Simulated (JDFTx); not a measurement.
Crystal: NaF (Villiaumite).

```
Na F
1.0
     0.00000    2.32000    2.32000
     2.32000    0.00000    2.32000
     2.32000    2.32000    0.00000
Na F
1 1
Direct
  0.00000 0.00000 0.00000
  0.50000 0.50000 0.50000
```

Program: JDFTx 1.7.0 (patched build). Alike in all runs: task single point; no spin polarisation; cell as given; smearing fermi-dirac 0.05 eV.

Order these runs on this cell by their pressure, lowest first.
A. level PBEsol; potentials or basis SG15-PBE-1.2 with smoothed tails; k mesh 8 × 8 × 8; cutoff (eV) 1361; local potential set to -Z/r beyond 6 bohr; further solve for the empty bands yes; mesh quality not flagged
B. level LDA; potentials or basis SG15-PBE-1.2 with smoothed tails; k mesh 8 × 8 × 8; cutoff (eV) 1361; local potential set to -Z/r beyond 6 bohr; further solve for the empty bands yes; mesh quality not flagged
C. level PBE; potentials or basis PseudoDojo-SR-PBE-0.5-standard; k mesh 4 × 4 × 4; cutoff (eV) 1197; further solve for the empty bands no; mesh quality coarse

B (-3.8 GPa), A (0.2 GPa), C (1.9 GPa).

Caveats: some runs use coarse meshes; the potentials were made for another functional, which shifts forces and pressure (some runs).
